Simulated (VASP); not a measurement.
Si: single point with PBEsol

The system is Si.

```
CELL_PARAMETERS angstrom
2.69425 0.00000 0.00000
-1.34713 2.33329 0.00000
0.00000 0.00000 8.93182
ATOMIC_POSITIONS crystal
Si 0.00000 0.00000 0.00000
Si 0.00000 0.00000 0.50000
Si 0.33333 0.66667 0.25000
Si 0.66667 0.33333 0.75000
```

This isn't the form of Si at room conditions, which is diamond.

* Program: VASP 6.6.1
* Task: single point
* Functional: PBEsol
* Potentials or basis: VASP PAW PBE potentials, release 64 (Si)
* Cutoff: 520 eV
* k mesh: 18 × 18 × 5
* Occupations: fermi-dirac, width 0.1 eV
* Spin: no spin polarisation

```json
{"Pressure": "0.0 GPa", "Band gap on the k mesh": "none (metal or under the smearing width)"}
```

Stress tensor (GPa, compression positive):
```
-0.30  0.00  0.00
 0.00 -0.30  0.00
 0.00  0.00  0.72
```

Levels at points of the mesh, in eV from the Fermi level:
```
           k point  band 4  band 5  band 6  band 7  band 8  band 9  band 10  band 11  band 12  band 13
(0.00, 0.00, 0.00)   -7.89   -7.21    1.04    1.04    8.77    8.77     9.31     9.31    10.07    10.07
(0.50, 0.00, 0.00)   -6.45   -6.36   -6.12   -1.57   -1.37   -1.25    -0.49     3.48     5.05     5.06
```

It took 32 s on 1 thread of AMD EPYC 9R45 96-Core Processor (Zen 5), with other jobs on the host, peak memory 0.18 GiB.

Caveat: the PAW data sets were made with another functional, which shifts forces and pressure a little.
